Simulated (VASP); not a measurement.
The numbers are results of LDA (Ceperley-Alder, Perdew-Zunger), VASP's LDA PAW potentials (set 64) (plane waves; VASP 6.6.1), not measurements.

The input files of a VASP run:

### INCAR
```
ALGO  =  Normal
EDIFF  =  1E-6
EDIFFG  =  -0.02
ENCUT  =  520
IBRION  =  2
ISIF  =  3
ISMEAR  =  0
LASPH  =  .True.
LCHARG  =  .False.
LMAXMIX  =  4
LREAL  =  .False.
LWAVE  =  .False.
NELM  =  100
NSW  =  60
PREC  =  Accurate
SIGMA  =  0.05
SYSTEM  =  BaF2
```

### POSCAR
```
BaF2
1
    0.0000000000     3.0455157991     3.0455157991
    3.0455157991    -0.0000000000     3.0455157991
    3.0455157991     3.0455157991    -0.0000000000
Ba F
1 2
Direct
  0.0000000000   0.0000000000   0.0000000000
  0.2500000000   0.2500000000   0.2500000000
  0.7500000000   0.7500000000   0.7500000000
```

**KPOINTS**
```
Automatic mesh
0
G
  6 6 6
```

POTCAR, in this order: Ba_sv F (LDA.64 set). Program: vasp_std.

Output

File OSZICAR:
```
       N       E                     dE             d eps       ncg     rms          rms(c)
DAV:   1     0.155329489294E+03    0.15533E+03   -0.13563E+04   512   0.142E+03
DAV:   2    -0.143201015360E+02   -0.16965E+03   -0.16518E+03   648   0.291E+02
DAV:   3    -0.202343788973E+02   -0.59143E+01   -0.59079E+01   672   0.637E+01
DAV:   4    -0.203368217298E+02   -0.10244E+00   -0.10243E+00   624   0.737E+00
DAV:   5    -0.203412089266E+02   -0.43872E-02   -0.43871E-02   752   0.105E+00    0.870E+00
DAV:   6    -0.187029848792E+02    0.16382E+01   -0.90037E+00   512   0.245E+01    0.482E+00
DAV:   7    -0.186553270281E+02    0.47658E-01   -0.35444E-01   632   0.530E+00    0.243E+00
DAV:   8    -0.186244742451E+02    0.30853E-01   -0.49308E-02   600   0.248E+00    0.299E-01
DAV:   9    -0.186254166183E+02   -0.94237E-03   -0.11823E-02   656   0.700E-01    0.130E-01
DAV:  10    -0.186260965371E+02   -0.67992E-03   -0.20198E-03   520   0.334E-01    0.417E-02
DAV:  11    -0.186260712282E+02    0.25309E-04   -0.38135E-04   632   0.144E-01    0.191E-02
DAV:  12    -0.186260704720E+02    0.75619E-06   -0.59299E-05   560   0.565E-02    0.700E-03
DAV:  13    -0.186260698081E+02    0.66383E-06   -0.48651E-06   640   0.172E-02
   1 F= -.18626070E+02 E0= -.18626070E+02  d E =-.186261E+02
```

OUTCAR:
```
------------------------ aborting loop because EDIFF is reached ----------------------------------------
  FORCE on cell =-STRESS in cart. coord.  units (eV):
  Direction    XX          YY          ZZ          XY          YZ          ZX
  --------------------------------------------------------------------------------------
  Total       -0.0126579     -0.0126579     -0.0126579      0.0000000      0.0000000     -0.0000000
  in kB       -0.3589724     -0.3589724     -0.3589724      0.0000000      0.0000000     -0.0000000
  external PRESSURE =      -0.3589724 kB  Pullay stress =       0.0000000 kB
  volume of cell :       56.50
      direct lattice vectors                 reciprocal lattice vectors
     0.000000000  3.045515799  3.045515799    -0.164175802  0.164175802  0.164175802
     3.045515799  0.000000000  3.045515799     0.164175802 -0.164175802  0.164175802
     3.045515799  3.045515799  0.000000000     0.164175802  0.164175802 -0.164175802
 POSITION                                       TOTAL-FORCE (eV/Angst)
 -----------------------------------------------------------------------------------
      0.00000      0.00000      0.00000         0.000000      0.000000      0.000000
      1.52276      1.52276      1.52276         0.000000      0.000000      0.000000
      4.56827      4.56827      4.56827        -0.000000     -0.000000     -0.000000
 -----------------------------------------------------------------------------------
    total drift:                               -0.000000     -0.000000      0.000000
  FREE ENERGIE OF THE ION-ELECTRON SYSTEM (eV)
  ---------------------------------------------------
  free  energy   TOTEN  =       -18.6260698081 eV

  energy  without entropy=      -18.6260698081  energy(sigma->0) =      -18.62606981

 reached required accuracy - stopping structural energy minimisation
```
(Selected blocks of OUTCAR.)

The compound is BaF2 in the fluorite structure. It was relaxed first, which changed the volume by -5 %. The start is the result of an earlier pass.
